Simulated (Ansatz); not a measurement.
# Straining CuO

Computed with Ansatz 0.2.0, DFT PBE+U, scalar-relativistic, plane waves, PAW. Run with 420 eV cutoff, 8×8×8 k-mesh, Gaussian smearing of 0.10 eV, no spin polarisation, U_eff Cu 4.0 eV on d shells.

Reference structure (relaxed):

```xyz
8
Lattice="4.1995 0.0000 0.0000 0.0000 4.1826 0.0000 -0.0065 0.0000 5.1735" Properties=species:S:1:pos:R:3 pbc="T T T"
Cu    1.0466    3.1369    2.5867
Cu    1.0499    1.0456    0.0000
Cu    3.1464    1.0456    2.5867
Cu    3.1496    3.1369    0.0000
O     2.0981    4.1811    1.2934
O     2.0948    0.0015    3.8801
O    -0.0016    2.0898    1.2934
O    -0.0049    2.0927    3.8801
```

Deformation: biaxial strain in the a-b plane, with the length and tilt of c and the atoms relaxed, all within the symmetry that the strain leaves. Energies are extrapolated to zero smearing.

| strain (%) | ΔE (meV/atom) | a (Å) | b (Å) | c (Å) |
| --- | --- | --- | --- | --- |
| -4.5 | 25.3 | 4.011 | 3.994 | 5.357 |
| -3.0 | 11.1 | 4.074 | 4.057 | 5.294 |
| -1.5 | 2.8 | 4.137 | 4.120 | 5.232 |
| +0.0 | 0.0 | 4.200 | 4.183 | 5.173 |
| +1.5 | 2.6 | 4.263 | 4.245 | 5.117 |
| +3.0 | 10.4 | 4.325 | 4.308 | 5.064 |
| +4.5 | 23.2 | 4.388 | 4.371 | 5.014 |

Q: What stiffness (1/V) d²E/dε² at zero strain does a cubic fit over all points give?

A: A cubic fit gives (1/V) d²E/dε² = 338 GPa at zero strain (twice the biaxial modulus).

Q: How does the free axis c answer a small strain?

A: Between the innermost points its strain is -0.74 times the applied one.

This form isn't the usual stable structure of the compound.